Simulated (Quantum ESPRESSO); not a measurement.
A run of Quantum ESPRESSO 7.5:

The input pw.in:

```
&CONTROL
  calculation = 'scf'
  prefix = 'pwscf'
  outdir = './tmp'
  pseudo_dir = './pseudo'
  tprnfor = .true.
  tstress = .true.
  disk_io = 'low'
/
&SYSTEM
  ibrav = 0
  nat = 2
  ntyp = 1
  ecutwfc = 40
  nbnd = 8
  occupations = 'smearing'
  smearing = 'mv'
  degauss = 0.01469973
/
&ELECTRONS
  conv_thr = 4d-10
  electron_maxstep = 120
  mixing_beta = 0.5
/
ATOMIC_SPECIES
Al    26.9815 Al.upf
CELL_PARAMETERS angstrom
   4.4916000000    0.0000000000    0.0000000000
  -2.2458000000    3.8898400000    0.0000000000
   0.0000000000    0.0000000000    2.7226000000
ATOMIC_POSITIONS angstrom
Al    -0.0000224580    2.5932396328    0.0000000000
Al     2.2458224580    1.2966003672    0.0000000000
K_POINTS automatic
7 7 10 0 0 0
```

The input scf2.in:

```
&CONTROL
  calculation = 'scf'
  prefix = 'pwscf'
  outdir = './tmp'
  pseudo_dir = './pseudo'
  tprnfor = .true.
  tstress = .true.
  disk_io = 'low'
/
&SYSTEM
  ibrav = 0
  nat = 2
  ntyp = 1
  ecutwfc = 40
  nbnd = 8
  occupations = 'smearing'
  smearing = 'mv'
  degauss = 0.01469973
/
&ELECTRONS
  conv_thr = 1d-13
  electron_maxstep = 120
  mixing_beta = 0.5
  startingpot = 'file'
  startingwfc = 'file'
/
ATOMIC_SPECIES
Al    26.9815 Al.upf
CELL_PARAMETERS angstrom
   4.4916000000    0.0000000000    0.0000000000
  -2.2458000000    3.8898400000    0.0000000000
   0.0000000000    0.0000000000    2.7226000000
ATOMIC_POSITIONS angstrom
Al    -0.0000224580    2.5932396328    0.0000000000
Al     2.2458224580    1.2966003672    0.0000000000
K_POINTS automatic
7 7 10 0 0 0
```

The input ph.in:

```
phonons of Al
&INPUTPH
  prefix = 'pwscf'
  outdir = './tmp'
  tr2_ph = 1d-16
  fildyn = 'dyn'
  niter_ph = 60
  alpha_mix(1) = 0.4
/
0.0000000000 0.0000000000 0.0000000000
```

The input dynmat.in:

```
&INPUT
  fildyn = 'dyn'
  asr = 'crystal'
  filout = 'dynmat.disp'
  fileig = 'dynmat.eig'
/
```

Potentials or basis: PseudoDojo 0.4.1 SR PBE standard.

Launch:

```sh
$ OMP_NUM_THREADS=1 pw.x -in pw.in > pw.out
$ OMP_NUM_THREADS=1 pw.x -in scf2.in > scf2.out
$ OMP_NUM_THREADS=1 ph.x -in ph.in > ph.out
$ OMP_NUM_THREADS=1 dynmat.x -in dynmat.in > dynmat.out
```

Hardware: 1 thread of Intel(R) Xeon(R) 6975P-C (Granite Rapids) (shared host).

Estimate the wall time of this run.

It took 54 s on 1 thread of Intel(R) Xeon(R) 6975P-C (Granite Rapids), on a shared host, peak memory 0.06 GiB. Counts: scf iterations 11, k pools 1, bands 8, k points 96, g dense 10881.
